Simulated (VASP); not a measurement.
Here is a VASP 6.6.1 calculation.

File INCAR:

```
SYSTEM = F
  PREC = Accurate
  ENCUT = 520
  EDIFF = 1E-6
  ISMEAR = -1
  SIGMA = 0.05
  LREAL = .False.
  LASPH = .True.
  NELM = 100
  ALGO = Normal
  ISIF = 2
  LWAVE = .False.
  LCHARG = .False.
  GGA = PS
  IBRION = 2
  NSW = 80
  EDIFFG = -0.03
```

Contents of KPOINTS:

```
Automatic mesh
0
Gamma
  1 1 1
  0 0 0
```

File POSCAR:

```
F
1.0
    9.0000000000      0.0000000000      0.0000000000
    0.0000000000      9.5000000000      0.0000000000
    0.0000000000      0.0000000000     10.0000000000
F
2
Direct
    0.5000000000      0.5000000000      0.4290000000
    0.5000000000      0.5000000000      0.5710000000
```

Potentials or basis: VASP PAW PBE potentials, release 64 (F).

Launch:

```bash
$ cat potpaw_PBE.64/F/POTCAR > POTCAR
$ mpirun -np 1 vasp_gam > vasp.out
```

**Question.** Estimate the energy gained by relaxing.

**Answer.** 1.0 meV/atom.

**Question.** What does it give for the gap between the frontier levels?

**Answer.** 3.51 eV.

The path:
```tsv
step	energy change (eV)	largest force (eV/Å)	pressure (GPa)
1	0.0000	0.3809	-0.05
2	0.0115	1.0617	0.07
3	-0.0020	0.0004	-0.02
```

Caveat: the PAW data sets were made with another functional, which shifts forces and pressure a little.
